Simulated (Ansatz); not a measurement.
MgS: two-dimensional strain map

These are results of Ansatz, DFT PBE, scalar-relativistic, plane waves, PAW, not measurements. The runs took a 420 eV cutoff, a Γ-centred 8×8×8 mesh and Gaussian smearing (0.05 eV). No spin polarisation. Energies are free energies at this smearing, counted from the undisturbed cell; pressure is positive in compression.

The starting cell (as given, not relaxed at this level; it stands at 1.2 GPa):

```
CELL_PARAMETERS angstrom
0.00000 2.60165 2.60165
2.60165 0.00000 2.60165
2.60165 2.60165 0.00000
ATOMIC_POSITIONS crystal
Mg 0.00000 0.00000 0.00000
S 0.50000 0.50000 0.50000
```

The cell is strained by p along both x and y and by q along z, fractional coordinates fixed. Points are written (p, q).

Energy above the undisturbed cell in meV/atom (a dash: not computed):

```
 p \ q  -0.080  -0.040  0.000  0.040  0.080
-0.080   348.7   252.9  202.2  181.0  178.5
-0.040   164.7    85.2   49.2   41.3   50.9
 0.000    83.2    20.5    0.0    6.1   28.4
 0.040    69.6    23.9   19.0   39.4   74.6
 0.080    99.9    70.9   81.5  116.1  164.4
```

Pressure in GPa:

```csv
p \ q,-0.080,-0.040,0.000,0.040,0.080
-0.080,33.6,26.4,21.2,17.4,14.5
-0.040,19.7,13.5,9.1,5.9,3.7
0.000,10.4,5.0,1.2,-1.5,-3.3
0.040,4.2,-0.6,-3.9,-6.1,-7.6
0.080,0.1,-4.2,-7.1,-9.0,-10.3
```

Gap on the k-mesh in eV:

```
 p \ q  -0.080  -0.040  0.000  0.040  0.080
-0.080    3.27    3.01   2.83   2.72   2.68
-0.040    2.89    3.04   2.79   2.61   2.50
 0.000    2.61    2.69   2.79   2.55   2.38
 0.040    2.42    2.42   2.46   2.53   2.31
 0.080    2.29    2.23   2.21   2.23   2.16
```